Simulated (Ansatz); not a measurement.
NaCl:

```
Cl Na
1.0
     0.00000    2.79406    2.79406
     2.79406    0.00000    2.79406
     2.79406    2.79406    0.00000
Cl Na
1 1
Direct
  0.50000 0.50000 0.50000
  0.00000 0.00000 0.00000
```

The cell is a database's computed one.

Base run:

| Quantity | Value |
| --- | --- |
| Program | Ansatz 0.2.0 |
| Functional | PBE |
| Potentials or basis | all-electron PAW datasets made for the crystal |
| Cutoff | 180 eV (chosen from the basis error) |
| k mesh | 6 × 6 × 6 |
| Occupations | fermi-dirac, width 0.05 eV |
| Spin | no spin polarisation |

Its results: band gap on the k mesh 5.22 eV, direct; pressure 1.6 GPa.

**Question.** The run is repeated on the same cell with these changes: functional from PBE to HSE06; cutoff from 180 eV (chosen from the basis error) to 200 eV (chosen from the basis error). What comes out?

**Answer.** Band gap on the k mesh 6.60 eV, direct; pressure 0.9 GPa.

HSE06 gives the wider gap, since exact exchange removes part of the self-interaction.

